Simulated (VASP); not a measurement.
# C: single point with PBE+D3(BJ)

C, a slab with vacuum:

```
C
1.0
     7.39800    0.00000    0.00000
    -3.69900    6.40686    0.00000
     0.00000    0.00000   12.00000
C
18
Direct
  0.00470 0.00518 0.07453
  0.21917 0.11374 0.08480
  0.99414 0.33124 0.08453
  0.21910 0.44518 0.08736
  0.00582 0.67206 0.07953
  0.22625 0.77981 0.08100
  0.33455 0.00326 0.08643
  0.55572 0.11584 0.08789
  0.33043 0.33040 0.08819
  0.54681 0.43585 0.08503
  0.33478 0.66599 0.08407
  0.55648 0.77160 0.08478
  0.67159 0.00000 0.08894
  0.89520 0.11647 0.07767
  0.66713 0.33244 0.08132
  0.88617 0.44285 0.07964
  0.66537 0.66060 0.08135
  0.88661 0.77750 0.08292
```

The cell was built by a generator and needn't be a form met in nature.

```json
{"Program": "VASP 6.6.1", "Task": "single point", "Functional": "PBE", "Dispersion": "D3(BJ)", "Potentials or basis": "VASP PAW PBE potentials, release 64 (C)", "Cutoff": "520 eV", "k mesh": "2 × 2 × 1", "Occupations": "fermi-dirac, width 0.05 eV", "Spin": "no spin polarisation"}
```

```
Largest force              : 3.150 eV/Å
Band gap on the k mesh     : 0.06 eV
Dispersion energy per atom : -0.089 eV
```

Forces on the atoms (eV/Å):
```
C   -1.003 -1.958  0.985
C    1.874 -1.496 -0.338
C    1.604  2.049 -0.469
C    0.127 -0.394 -0.245
C   -0.728 -1.389  0.266
C   -0.791  0.486  0.341
C   -0.064 -0.148 -0.142
C    1.624 -2.183 -0.002
C   -1.024  1.377 -0.138
C    1.439  1.755 -0.324
C    0.221 -0.152  0.086
C   -0.754  1.716  0.104
C   -0.696 -0.015 -1.041
C   -2.010 -2.300  0.768
C   -0.876  0.471  0.353
C    0.059  1.440  0.286
C   -0.187  0.012  0.520
C    1.186  0.729 -1.009
```

Levels at points of the mesh, in eV from the valence-band top:
```csv
k point,band 33,band 34,band 35,band 36,band 37,band 38,band 39,band 40
"(0.00, 0.00, 0.00)",-3.15,-2.81,-0.11,0.00,0.06,0.16,3.24,4.37
"(0.50, 0.00, 0.00)",-2.66,-2.59,-2.48,-2.20,1.54,2.40,2.48,2.59
"(0.00, 0.50, 0.00)",-2.71,-2.50,-2.47,-2.31,1.70,2.30,2.40,2.68
"(0.50, 0.50, 0.00)",-2.69,-2.60,-2.48,-2.28,1.76,2.36,2.52,2.55
```

Wall time 4.6 min on 1 thread of Intel(R) Xeon(R) Platinum 8259CL CPU @ 2.50GHz (Skylake/Cascade Lake), with other jobs on the host, peak memory 0.55 GiB.

Caveat: the k mesh is coarse (spacing up to 0.49 Å⁻¹), so the values aren't converged. A hybrid or GW would open this gap; PBE tends to underestimate it.
